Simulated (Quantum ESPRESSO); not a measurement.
AlAu2 under changes of volume

One of the cells (16.388 Å³/atom); the others are scaled copies at fixed shape and fractional positions:

```
CELL_PARAMETERS angstrom
-1.67151 1.67151 4.39908
1.67151 -1.67151 4.39908
1.67151 1.67151 -4.39908
ATOMIC_POSITIONS crystal
Au 0.34373 0.34373 0.00000
Au 0.65627 0.65627 0.00000
Al 0.00000 0.00000 0.00000
```

The cell comes from a database or a generator and needn't be the stable form of this composition.

```yaml
Program: Quantum ESPRESSO 7.5
Functional: LDA
Potentials_or_basis: GBRV 1.5 LDA
Cutoff: 612 eV
Density_cutoff: 4898 eV
k_mesh: 11 × 11 × 11
Occupations: fermi-dirac, width 0.05 eV
Spin: no spin polarisation
```

| volume (Å³/atom) | energy over the lowest point (meV/atom) | pressure (GPa) | largest force (eV/Å) |
| --- | --- | --- | --- |
| 15.405 | 3.76 | 3.7 | 0.141 |
| 15.732 | 0.00 | -0.1 | 0.102 |
| 16.060 | 3.49 | -3.4 | 0.068 |
| 16.388 | 13.29 | -6.2 | 0.036 |
| 16.716 | 28.56 | -8.8 | 0.009 |
| 17.043 | 48.60 | -10.9 | 0.019 |
| 17.371 | ? | ? | ? |

**Question.** What does the run at 17.371 Å³/atom give?

**Answer.** Energy over the lowest point 72.80 meV/atom; pressure -12.8 GPa; largest force 0.044 eV/Å.

Worked out: A Birch-Murnaghan fit of order 3 (a polynomial in V^(-2/3)) to the other rows has its minimum at 15.73 Å³/atom with B0 = V·E''(V) = 170 GPa and B' = 5.6 at fixed shape and positions, which overstates the stiffness. It gives 72.83 meV/atom at 17.371 Å³/atom, against the run's 72.80, and -dE/dV = -12.8 GPa, against -12.8.

Energies are extrapolated to zero smearing.
